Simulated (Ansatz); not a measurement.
Ge:

```
Ge
1.0
    -1.60842    1.60842    1.87318
     1.60842   -1.60842    1.87318
     1.60842    1.60842   -1.87318
Ge
1
Direct
  0.50000 0.50000 0.00000
```

The cell was built by a generator and needn't be a form met in nature.

Base run:

| Property | Result |
| --- | --- |
| Program | Ansatz 0.2.0 |
| Functional | revPBE |
| Potentials or basis | Ansatz PAW |
| Cutoff | 420 eV |
| Density cutoff | 1680 eV |
| k mesh | 12 × 12 × 12 |
| Occupations | fermi-dirac, width 0.05 eV |
| Spin | no spin polarisation |

Its results: band gap on the k mesh none (metal or under the smearing width); pressure 1.7 GPa.

The run is repeated on the same cell with these changes: functional from revPBE to PBE. What comes out?

Band gap on the k mesh none (metal or under the smearing width); pressure 0.6 GPa.

PBE binds more tightly than revPBE, so the same cell stands under less pressure.

Caveats: the potentials were made for another functional, which shifts forces and pressure (some runs); the PAW data sets come from PBE, with cores solved anew for the run's functional, which leaves a small shift of forces and pressure (some runs).

Not every run made on this cell is shown here.
